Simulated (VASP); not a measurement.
The system is AgCl (Chlorargyrite).

```
Ag Cl
1.0
     0.00000    2.73500    2.73500
     2.73500    0.00000    2.73500
     2.73500    2.73500    0.00000
Ag Cl
1 1
Direct
  0.00000 0.00000 0.00000
  0.50000 0.50000 0.50000
```

| Item | Value |
| --- | --- |
| Program | VASP 6.6.1 |
| Task | relaxation of cell and atoms |
| Functional | PBE |
| Potentials or basis | VASP PAW PBE potentials, release 64 (Ag, Cl) |
| Cutoff | 600 eV |
| k mesh | 8 × 8 × 8 |
| Occupations | fermi-dirac, width 0.02 eV |
| Spin | no spin polarisation |

At the start: pressure 3.8 GPa; volume 20.46 Å³/atom.

Question: Where does the relaxation end?

Answer: Over 6 steps the energy falls by 17.3 meV/atom and the volume is 22.01 Å³/atom (+7.6 %); space group Fm-3m (No. 225, to 0.05 Å).

Step by step:
```
step  energy change (eV)  largest force (eV/Å)  pressure (GPa)  volume (Å³)
   1              0.0000                0.0000            3.78        40.92
   2             -0.0344                0.0000            0.16        43.84
   3             -0.0345                0.0000            0.08        44.00
   4             -0.0343                0.0000           -0.20        44.31
   5             -0.0345                0.0000           -0.06        44.08
   6             -0.0345                0.0000            0.02        44.03
```

Final structure:
```
Ag Cl
1.0
     0.00000    2.80265    2.80265
     2.80265    0.00000    2.80265
     2.80265    2.80265    0.00000
Ag Cl
1 1
Cartesian
  0.0000 2.8027 2.8027
  2.8027 2.8027 2.8027
```
